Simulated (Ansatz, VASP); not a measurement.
Si3N4: VASP beside Ansatz

File INCAR:

```
SYSTEM = Si3N4
PREC     = Accurate       ! precision mode
ENCUT    = 520            ! plane-wave cutoff, eV
EDIFF    = 1E-8           ! SCF threshold, eV
ISMEAR   = -1             ! smearing method
SIGMA    = 0.02           ! smearing width, eV
LREAL    = .FALSE.        ! projectors in reciprocal space
LASPH    = .TRUE.         ! aspherical terms in the spheres
NELM     = 100            ! most SCF steps
ALGO     = Normal         ! electronic algorithm
ISIF     = 2              ! what is computed and relaxed
LWAVE    = .FALSE.        ! write WAVECAR
LCHARG   = .FALSE.        ! write CHGCAR
GGA      = PE             ! functional
LEFG     = .TRUE.       
NBANDS   = 45             ! bands
```

File KPOINTS:

```
Automatic mesh
0
G
  6 6 6
  0 0 0
```

Contents of POSCAR:

```
Si3N4
1.0
   -3.2373500000      3.2373500000      3.2373500000
    3.2373500000     -3.2373500000      3.2373500000
    3.2373500000      3.2373500000     -3.2373500000
Si N
6 8
Direct
    0.2500000000      0.1250000000      0.8750000000
    0.8750000000      0.2500000000      0.1250000000
    0.7500000000      0.3750000000      0.6250000000
    0.6250000000      0.7500000000      0.3750000000
    0.1250000000      0.8750000000      0.2500000000
    0.3750000000      0.6250000000      0.7500000000
    0.5628000000      0.5628000000      0.5628000000
    0.4372000000      0.5000000000      0.0000000000
    0.5000000000      0.0000000000      0.9372000000
    0.0000000000      0.4372000000      0.5000000000
    0.9372000000      0.5000000000      0.0000000000
    0.0628000000      0.0628000000      0.0628000000
    0.0000000000      0.9372000000      0.5000000000
    0.5000000000      0.0000000000      0.4372000000
```

Input for Ansatz:

```yaml
crystal:
  lattice:
    - [-3.23735, 3.23735, 3.23735]
    - [3.23735, -3.23735, 3.23735]
    - [3.23735, 3.23735, -3.23735]
  atoms:
    - { symbol: Si, position: [0.25, 0.125, 0.875] }
    - { symbol: Si, position: [0.875, 0.25, 0.125] }
    - { symbol: Si, position: [0.75, 0.375, 0.625] }
    - { symbol: Si, position: [0.625, 0.75, 0.375] }
    - { symbol: Si, position: [0.125, 0.875, 0.25] }
    - { symbol: Si, position: [0.375, 0.625, 0.75] }
    - { symbol: "N", position: [0.5628, 0.5628, 0.5628] }
    - { symbol: "N", position: [0.4372, 0.5, 0.0] }
    - { symbol: "N", position: [0.5, 0.0, 0.9372] }
    - { symbol: "N", position: [0.0, 0.4372, 0.5] }
    - { symbol: "N", position: [0.9372, 0.5, 0.0] }
    - { symbol: "N", position: [0.0628, 0.0628, 0.0628] }
    - { symbol: "N", position: [0.0, 0.9372, 0.5] }
    - { symbol: "N", position: [0.5, 0.0, 0.4372] }
kpoints:
  mp_grid: { grid: [6, 6, 6] }
scf:
  occupations: { method: fermi_dirac, width: 0.02 }
hamiltonian:
  xc: pbe
  pseudopotentials: { kind: paw }
output:
  forces: true
  stress: true
  populations: true
  efg:
    quadrupole_moments_barn: { "N": 0.02044 }
    contact_densities: true
```

Measurements of this composition are mostly on another form, of space group No. 176.

Alike in both runs: task electric field gradients; functional PBE; k mesh 6 × 6 × 6; occupations fermi-dirac, width 0.02 eV; no spin polarisation.

|  | VASP | Ansatz |
| --- | --- | --- |
| version | VASP 6.6.1 | Ansatz 0.2.0 |
| potentials or method | VASP PAW PBE potentials, release 64 (Si, N) | plane-wave PAW, scalar-relativistic |
| plane-wave cutoff (eV) | 520 | 420 |
| valence electrons in the cell | 64 | 64 |

Ansatz gave:

| Item | Value |
| --- | --- |
| gap on the k mesh at the Fermi level (eV) | 4.07 |
| pressure (GPa) | 1.9 |
| rms of the force components (eV/Å) | 0.009 |
| Vzz of the field gradient on the site that differs most (V/Å²) | -57.7 |

Task: What did VASP give for the same quantities?

Result: gap on the k mesh at the Fermi level (eV): 4.07; pressure (GPa): 1.6; rms of the force components (eV/Å): 0.007; Vzz of the field gradient on the site that differs most (V/Å²): -55.3.

Atom by atom the forces differ by 0.002 eV/Å (rms over components).

A k mesh can miss the band edges. PBE gaps usually lie below the measured ones, often by a third to a half.
